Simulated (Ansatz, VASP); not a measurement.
NaCl: VASP beside Ansatz

File POSCAR:

```
NaCl
1.0
    0.0000000000      2.6027032126      2.6027032126
    2.6027032126      0.0000000000      2.6027032126
    2.6027032126      2.6027032126      0.0000000000
Na Cl
1 1
Direct
    0.0000000000      0.0000000000      0.0000000000
    0.5000000000      0.5000000000      0.5000000000
```

INCAR.step1

```
PREC     = Accurate       # precision mode
ENCUT    = 520            # plane-wave cutoff, eV
ISMEAR   = 0              # smearing method
SIGMA    = 0.05           # smearing width, eV
LREAL    = False          # projectors in reciprocal space
LASPH    = True           # aspherical terms in the spheres
NELM     = 60             # most SCF steps
NBANDS   = 14             # bands
GGA      = PE             # functional
ALGO     = Normal         # electronic algorithm
EDIFF    = 1E-4           # SCF threshold, eV
LWAVE    = True           # write WAVECAR
LCHARG   = False          # write CHGCAR
```

File INCAR.step2:

```
PREC     = Accurate       # precision mode
ENCUT    = 520            # plane-wave cutoff, eV
EDIFF    = 1E-6           # SCF threshold, eV
ISMEAR   = 0              # smearing method
SIGMA    = 0.05           # smearing width, eV
LREAL    = False          # projectors in reciprocal space
LASPH    = True           # aspherical terms in the spheres
NELM     = 60             # most SCF steps
ALGO     = Normal         # electronic algorithm
ISIF     = 2              # what is computed and relaxed
LWAVE    = False          # write WAVECAR
LCHARG   = False          # write CHGCAR
METAGGA  = R2SCAN         # meta-GGA
LMIXTAU  = True         
NBANDS   = 14             # bands
ISTART   = 1
```

KPOINTS

```
Automatic mesh
0
Gamma
  6 6 6
```

Input for Ansatz:

```yaml
crystal:
  lattice:
    - [0.0, 2.6027032126, 2.6027032126]
    - [2.6027032126, 0.0, 2.6027032126]
    - [2.6027032126, 2.6027032126, 0.0]
  atoms:
    - { symbol: Na, position: [0.0, 0.0, 0.0] }
    - { symbol: Cl, position: [0.5, 0.5, 0.5] }
basis:
  ecutwfc: 500
  ecutrho_ratio: 4
kpoints:
  mp_grid: { grid: [6, 6, 6] }
hamiltonian:
  xc: r2scan
scf:
  occupations: { method: gaussian, width: 0.05 }
output:
  forces: true
  stress: true
  eigenvalues: true
```

Alike in both runs: task single point; functional r2SCAN; k mesh 6 × 6 × 6; occupations gaussian, width 0.05 eV; no spin polarisation.

|  | VASP | Ansatz |
| --- | --- | --- |
| version | VASP 6.6.1 | Ansatz 0.2.0 |
| potentials or method | VASP PAW PBE potentials, release 64 (Na_pv, Cl) | scalar-relativistic, plane waves, PAW |
| plane-wave cutoff (eV) | 520 | 500 |
| valence electrons in the cell | 14 | 16 |

```tsv
	VASP	Ansatz	Ansatz less VASP
gap on the k mesh at the Fermi level (eV)	7.12	7.09	-0.028
least direct gap on the mesh (eV)	7.12	7.09	-0.028
pressure (GPa)	10.0	10.4	+0.37
```

The functional is the same, so the differences come from potentials, cutoffs and numerics. The two sets of potentials don't hold the same shells in valence.

Caveats: the PAW data sets were made with another functional, which shifts forces and pressure a little (VASP). r2SCAN opens gaps a little over a GGA but as a rule still falls short of measured ones.
